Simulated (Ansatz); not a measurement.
# As (Cmce) in Ansatz: notebook

The runs below take As through single point, equation of state, with PBEsol.

Everything below comes from runs of Ansatz 0.2.0. Logs are shortened: lines on timing, memory, paths and dates and some standing lists are left out, and cuts for length are marked.

### Step 1. The crystal as given

The structure is orthorhombic, space group Cmce (No. 64). Conventional cell: a = 3.650 Å, b = 11.000 Å, c = 4.470 Å, α = 90.00°, β = 90.00°, γ = 90.00°. As (site symmetry m) has 3 As at 2.48 to 2.49 Å as nearest neighbours.

This isn't the form of As at room conditions, which is rhombohedral.

### Step 2. Single point, PBEsol, 21.09 Å³/atom (volume scaled by 0.94)

File input.yaml:

```yaml
crystal:
  lattice:
    - [1.7877446484, -5.3877235979, 0.0]
    - [1.7877446484, 5.3877235979, 0.0]
    - [0.0, 0.0, 4.378749906]
  atoms:
    - { symbol: As, position: [0.39, 0.61, 0.56] }
    - { symbol: As, position: [0.89, 0.11, 0.94] }
    - { symbol: As, position: [0.61, 0.39, 0.44] }
    - { symbol: As, position: [0.11, 0.89, 0.06] }
hamiltonian:
  xc: pbesol
  pseudopotentials: { kind: paw }
kpoints:
  mp_grid: { grid: [8, 8, 6] }
scf:
  occupations: { method: fermi_dirac, width: 0.05 }
output:
  forces: true
  stress: true
  eigenvalues: true
```

Potentials or basis: Ansatz PAW.

Started as:

```sh
> ansatz run input.yaml --threads 2 --pin off --max-ram 5632MiB --backend cpu --events-out ev --progress --plain --runs-dir out
```

The program printed:

```text
Warning: RAYON_NUM_THREADS=2 ignored (pool sized by the plan → 2); use --threads N
Engine: ansatz 0.2.0, x86_64-unknown-linux-gnu
Pseudopotentials: kind: paw
Pseudopotential: As, paw, valence charge 15, recommended cutoff 420 eV (normal), As.paw.azcp
Functional definition: PBEsol
  exchange = pbesol_x
  correlation = pbesol_c
Crystal: 4 atoms, lattice volume = 84.351 Å³
Basis set: ecut = 420 eV, 1633 PW (Γ), exchange–correlation on 80×80×60 points (8 copies of the dense FFT grid, shifted against one another)
Bands: 36, of which v1, the nominal top of the filled ones, is band 30 counted from 1 (29 counted from 0)
Symmetry: 8 space group operations
Space group: Cmce (ITA 64), of the structure as read, at distance tolerance 4.4e-5 Å
k-points: 84 of 384
Non-local potential: As, projectors of the file, l = 0: 2, l = 1: 2, l = 2: 3, l = 3: 1
PAW form: soft (Blöchl's): semilocal exchange-correlation on the pseudo side does not see the compensation charge
PAW frozen core: As, regenerated for the run's functional, and the local potential with it (the file was generated under x = pbe(κ = 0.804, μ = 0.2195149727645171), c = pbe(β = 0.06672455060314922))
PAW one-centre angular grid: As, 590 points (default); XC on 64 Gauss nodes
Initial density: superposition of atomic densities (neutral atoms: chi_scale 0, normalization atom), corrected by the library's trained network
Initial wavefunctions: pseudopotential atomic-orbital guess
Functional: x = pbesol(κ = 0.804, μ = 0.12345679012345678), c = pbesol(β = 0.046)
SCF iter   1: F=—  HF=-19251.843278 eV  |F-HF|=—  |Δ(HF+E_count)|=         —  Δρ=2.47e-3  dr2=5.27e-3  ethr=1.77e-3  ⟨swp⟩=6.2  Hψ=11701  notcnv=0
preconditioner: auto → Kerker (q_TF=auto, 2.578 Å⁻¹)  [metal: Δε(μ)=0.035 eV  Ē_g=9.511 eV  σ=0.050 eV  W_gap=0.17  n_scr=26 (ndim 8)  ℏωp=18.1 eV  f_vac=0.000  D(μ)=0.51/eV (n_scr^D=0)]
SCF iter   2: F=—  HF=-19251.841097 eV  |F-HF|=—  |Δ(HF+E_count)|=   2.18e-3  Δρ=1.55e-3  dr2=2.44e-3  ethr=8.79e-6  ⟨swp⟩=2.0  Hψ=6068  notcnv=0  defer=2
SCF iter   3: F=—  HF=-19251.840749 eV  |F-HF|=—  |Δ(HF+E_count)|=   3.48e-4  Δρ=3.34e-4  dr2=2.02e-4  ethr=4.06e-6  ⟨swp⟩=2.0  Hψ=3466  notcnv=0  defer=2
SCF iter   4: F=—  HF=-19251.840731 eV  |F-HF|=—  |Δ(HF+E_count)|=   1.86e-5  Δρ=1.18e-4  dr2=2.38e-5  ethr=3.37e-7  ⟨swp⟩=3.0  Hψ=5464  notcnv=0  defer=2
SCF iter   5: F=—  HF=-19251.840734 eV  |F-HF|=—  |Δ(HF+E_count)|=   3.19e-6  Δρ=5.62e-5  dr2=3.60e-6  ethr=3.97e-8  ⟨swp⟩=2.0  Hψ=5452  notcnv=0  defer=2
SCF iter   6: F=—  HF=-19251.840729 eV  |F-HF|=—  |Δ(HF+E_count)|=   4.76e-6  Δρ=2.06e-5  dr2=8.88e-7  ethr=6.00e-9  ⟨swp⟩=2.0  Hψ=5453  notcnv=0  defer=2
SCF iter   7: F=-19251.840729 eV  HF=-19251.840729 eV  |F-HF|=5.00e-8  |Δ(HF+E_count)|=   1.50e-7  Δρ=6.53e-6  dr2=9.61e-8  ethr=1.67e-10  ⟨swp⟩=4.8  Hψ=12558  notcnv=0
SCF 1 converged in 7 iterations: F = -19251.840729 eV  dr2 = 9.61e-8
SCF converged after 7 iterations
Free energy (F): -19251.840729 eV
Harris-Foulkes:  -19251.840729 eV  (|F-HF|=5.00e-8)
Internal energy: -19251.836618 eV  (E = F + TS)
E sigma→0 (E₀):  -19251.838673 eV
Entropy (-TS):   -0.004111 eV (-1.028 meV/atom)
Fermi energy:    10.706678 eV
--- Per-component energies (eV) ---
  E_band       = -926.370133
  E_kinetic    = 414.122689
  E_local      = -6803.995141  (includes V_loc(G=0)·N_el)
  E_nonlocal   = -2673.106427
  E_hartree    = 3764.066026
  E_xc         = -316.335569
  E_vxc        = -318.840199  (∫ρ·V_xc dr)
  E_paw        = -7170.161245  (= ΣΔE_a)
  E_vpaw       = 927.327769  (= ΣTr[D̂ρ^β])
  E_aug_tail   = 0.000026  (compensation charges beyond the density's cutoff)
  E_ewald      = -6470.292692
  E_core_change = 3.865715  (= ΣΔE_core)
  E_smearing   = -0.004111  (= −TS)
  E_closure    = 0.000000  (closes the sum)
  Σ components = -19251.840729   (vs F -19251.840729, Δ=0.00e0)
--- Forces (eV/Å), atoms counted from 1 ---
  atom   1  As    -0.00000000     0.46805474    -0.24796788
  atom   2  As     0.00000000     0.46805474     0.24796788
  atom   3  As    -0.00000000    -0.46805474     0.24796788
  atom   4  As     0.00000000    -0.46805474    -0.24796788
  max |Σ_I F_I| component: 1.11e-16 eV/Å
--- Stress (GPa, compression-positive) ---
        5.826813       0.000000       0.000000
        0.000000       4.605374       0.000000
        0.000000       0.000000       3.360521
  P = ⅓ Tr σ = 4.5976 GPa (45.976 kbar)
--- Band table (eV; the first three rows and the last of 84) ---
  k-point 0: bands = ["-25.4243", "-25.4219", "-25.4048", "-25.3698", "-25.3618", "-25.3298", "-25.3293", "-25.3288", "-25.3055", "-25.2952", "-25.2853", "-25.2830", "-25.2699", "-25.2653", "-25.2606", "-25.2526", "-25.2336", "-25.2176", "-25.2144", "-25.2017", "-4.6186", "-1.5917", "1.2472", "4.2063", "4.9674", "6.0610", "7.4998", "8.3022", "8.7481", "9.5860", "12.6660", "12.6730", "13.2524", "14.3107", "15.8652", "16.3216"]
  k-point 1: bands = ["-25.4223", "-25.4201", "-25.4020", "-25.3707", "-25.3613", "-25.3379", "-25.3288", "-25.3246", "-25.3106", "-25.2901", "-25.2883", "-25.2789", "-25.2669", "-25.2665", "-25.2599", "-25.2516", "-25.2345", "-25.2192", "-25.2164", "-25.2049", "-4.4449", "-1.7275", "0.9843", "3.9277", "4.6603", "6.7476", "7.6612", "8.8212", "8.8370", "9.1219", "12.7465", "12.9381", "13.4915", "13.6911", "15.0437", "16.0860"]
  k-point 2: bands = ["-25.4180", "-25.4165", "-25.3941", "-25.3745", "-25.3598", "-25.3497", "-25.3263", "-25.3177", "-25.3175", "-25.2979", "-25.2828", "-25.2709", "-25.2697", "-25.2645", "-25.2556", "-25.2485", "-25.2345", "-25.2222", "-25.2206", "-25.2139", "-3.9393", "-2.2998", "0.9554", "2.7096", "5.1417", "7.1696", "8.1005", "8.5906", "8.8950", "10.5040", "11.7869", "12.7381", "12.8479", "13.7210", "14.7548", "16.4228"]
  k-point 83: bands = ["-25.4152", "-25.4152", "-25.3840", "-25.3840", "-25.3566", "-25.3566", "-25.3243", "-25.3243", "-25.3078", "-25.3078", "-25.2747", "-25.2747", "-25.2651", "-25.2651", "-25.2492", "-25.2492", "-25.2272", "-25.2272", "-25.2232", "-25.2232", "-2.9766", "-2.9766", "0.6727", "0.6727", "8.5002", "8.5002", "8.7892", "8.7892", "9.5933", "9.5933", "12.1626", "12.1626", "12.7360", "12.7360", "13.4295", "13.4295"]
```

Wall time 4 s (2 threads of Intel Xeon Platinum 8488C (Sapphire Rapids), shared host); peak memory 0.53 GiB.

What came out:

```yaml
Free_energy: -19251.8407 eV
Pressure: 4.6 GPa
Largest_force: 0.530 eV/Å
Band_gap_on_the_k_mesh: none (metal or under the smearing width)
```

Caveat: the PAW data sets come from PBE, with cores solved anew for the run's functional, which leaves a small shift of forces and pressure.

### Step 3. Single point, PBEsol, 21.54 Å³/atom (volume scaled by 0.96)

Changes to input.yaml since step 2:

```diff
@@ -2,5 +2,5 @@
   lattice:
-    - [1.7877446484, -5.3877235979, 0.0]
-    - [1.7877446484, 5.3877235979, 0.0]
-    - [0.0, 0.0, 4.378749906]
+    - [1.8003348143, -5.4256665635, 0.0]
+    - [1.8003348143, 5.4256665635, 0.0]
+    - [0.0, 0.0, 4.4095871889]
   atoms:
```

Potentials or basis: Ansatz PAW.

Started as:

```sh
> ansatz run input.yaml --threads 2 --pin off --max-ram 5632MiB --backend cpu --events-out ev --progress --plain --runs-dir out
```

Run time: 4.2 s. Hardware: 2 threads of Intel Xeon Platinum 8488C (Sapphire Rapids), shared host; peak memory 0.54 GiB.

It converged, with:

```
Free energy            : -19251.8819 eV
Pressure               : 2.8 GPa
Largest force          : 0.343 eV/Å
Band gap on the k mesh : none (metal or under the smearing width)
```

Caveat: the PAW data sets come from PBE, with cores solved anew for the run's functional, which leaves a small shift of forces and pressure.

### Step 4. Single point, PBEsol, 21.99 Å³/atom (volume scaled by 0.98)

Changes to input.yaml since step 3:

```diff
@@ -2,5 +2,5 @@
   lattice:
-    - [1.8003348143, -5.4256665635, 0.0]
-    - [1.8003348143, 5.4256665635, 0.0]
-    - [0.0, 0.0, 4.4095871889]
+    - [1.8127513088, -5.4630861361, 0.0]
+    - [1.8127513088, 5.4630861361, 0.0]
+    - [0.0, 0.0, 4.4399990961]
   atoms:
```

Started as:

```sh
> ansatz run input.yaml --threads 2 --pin off --max-ram 5632MiB --backend cpu --events-out ev --progress --plain --runs-dir out
```

Wall time 4.3 s (2 threads of Intel Xeon Platinum 8488C (Sapphire Rapids), shared host); peak memory 0.55 GiB.

It converged, with:

- Free energy: -19251.9040 eV
- Pressure: 1.2 GPa
- Largest force: 0.182 eV/Å
- Band gap on the k mesh: none (metal or under the smearing width)

Caveat: the PAW data sets come from PBE, with cores solved anew for the run's functional, which leaves a small shift of forces and pressure.

### Step 5. Single point, PBEsol, 22.43 Å³/atom

Changes to input.yaml since step 4:

```diff
@@ -2,5 +2,5 @@
   lattice:
-    - [1.8127513088, -5.4630861361, 0.0]
-    - [1.8127513088, 5.4630861361, 0.0]
-    - [0.0, 0.0, 4.4399990961]
+    - [1.825, -5.5, 0.0]
+    - [1.825, 5.5, 0.0]
+    - [0.0, 0.0, 4.47]
   atoms:
```

Started as:

```sh
> ansatz run input.yaml --threads 2 --pin off --max-ram 5632MiB --backend cpu --events-out ev --progress --plain --runs-dir out
```

Run time: 4.4 s. Hardware: 2 threads of Intel Xeon Platinum 8488C (Sapphire Rapids), shared host; peak memory 0.52 GiB.

The run converged. Its results:

| Item | Value |
| --- | --- |
| Free energy | -19251.9088 eV |
| Pressure | -0.3 GPa |
| Largest force | 0.112 eV/Å |
| Band gap on the k mesh | none (metal or under the smearing width) |

Caveat: the PAW data sets come from PBE, with cores solved anew for the run's functional, which leaves a small shift of forces and pressure.

### Step 6. Single point, PBEsol, 22.88 Å³/atom (volume scaled by 1.02)

Changes to input.yaml since step 5:

```diff
@@ -2,5 +2,5 @@
   lattice:
-    - [1.825, -5.5, 0.0]
-    - [1.825, 5.5, 0.0]
-    - [0.0, 0.0, 4.47]
+    - [1.8370864449, -5.5364249026, 0.0]
+    - [1.8370864449, 5.5364249026, 0.0]
+    - [0.0, 0.0, 4.4996035117]
   atoms:
```

Potentials or basis: Ansatz PAW.

Started as:

```sh
> ansatz run input.yaml --threads 2 --pin off --max-ram 5632MiB --backend cpu --events-out ev --progress --plain --runs-dir out
```

Run time: 4.4 s. Hardware: 2 threads of Intel Xeon Platinum 8488C (Sapphire Rapids), shared host; peak memory 0.56 GiB.

It converged, with:

| Item | Value |
| --- | --- |
| Free energy | -19251.8979 eV |
| Pressure | -1.6 GPa |
| Largest force | 0.207 eV/Å |
| Band gap on the k mesh | 0.05 eV, indirect (least direct gap 0.12 eV) |

Caveat: the PAW data sets come from PBE, with cores solved anew for the run's functional, which leaves a small shift of forces and pressure.

### Step 7. Single point, PBEsol, 23.33 Å³/atom (volume scaled by 1.04)

Changes to input.yaml since step 6:

```diff
@@ -2,5 +2,5 @@
   lattice:
-    - [1.8370864449, -5.5364249026, 0.0]
-    - [1.8370864449, 5.5364249026, 0.0]
-    - [0.0, 0.0, 4.4996035117]
+    - [1.849015912, -5.572376721, 0.0]
+    - [1.849015912, 5.572376721, 0.0]
+    - [0.0, 0.0, 4.5288225351]
   atoms:
```

Started as:

```sh
> ansatz run input.yaml --threads 2 --pin off --max-ram 5632MiB --backend cpu --events-out ev --progress --plain --runs-dir out
```

It took 4.5 s on 2 threads of Intel Xeon Platinum 8488C (Sapphire Rapids), shared host; peak memory 0.56 GiB.

The run converged. Its results:

| Item | Value |
| --- | --- |
| Free energy | -19251.8731 eV |
| Pressure | -2.8 GPa |
| Largest force | 0.338 eV/Å |
| Band gap on the k mesh | 0.08 eV, indirect (least direct gap 0.16 eV) |

Caveat: the PAW data sets come from PBE, with cores solved anew for the run's functional, which leaves a small shift of forces and pressure.

### Step 8. Single point, PBEsol, 23.78 Å³/atom (volume scaled by 1.06)

Changes to input.yaml since step 7:

```diff
@@ -2,5 +2,5 @@
   lattice:
-    - [1.849015912, -5.572376721, 0.0]
-    - [1.849015912, 5.572376721, 0.0]
-    - [0.0, 0.0, 4.5288225351]
+    - [1.8607934009, -5.6078705233, 0.0]
+    - [1.8607934009, 5.6078705233, 0.0]
+    - [0.0, 0.0, 4.5576693162]
   atoms:
@@ -21 +21,5 @@
   eigenvalues: true
+  write_density: true
+  write_potential: true
+  elf: true
+  volumetric_format: npy
```

Started as:

```sh
> ansatz run input.yaml --threads 2 --pin off --max-ram 5632MiB --backend cpu --events-out ev --progress --plain --runs-dir out
```

It took 5.8 s on 2 threads of Intel Xeon Platinum 8488C (Sapphire Rapids), shared host; peak memory 0.56 GiB.

The run converged. Its results:

```
Free energy            : -19251.8355 eV
Pressure               : -3.9 GPa
Largest force          : 0.467 eV/Å
Band gap on the k mesh : 0.11 eV, indirect (least direct gap 0.19 eV)
```

Caveat: the PAW data sets come from PBE, with cores solved anew for the run's functional, which leaves a small shift of forces and pressure.

### Step 9. Equation of state, PBEsol

Potentials or basis: Ansatz PAW.

No new run: the results of the series are fitted here.

Results:

```
Equilibrium volume                        : 22.34 Å³/atom
Bulk modulus at fixed shape and positions : 71 GPa
Pressure derivative of the bulk modulus   : 4.1
```

Energy against volume, from the lowest point:
```tsv
volume (Å³/atom)	energy (meV/atom)
21.088	17.01
21.536	6.70
21.985	1.19
22.434	0.00
22.882	2.71
23.331	8.92
23.780	18.31
```

Caveat: the cell was scaled at fixed shape and fractional positions, which overstates the stiffness of a crystal with free parameters, most of all of layers and chains.
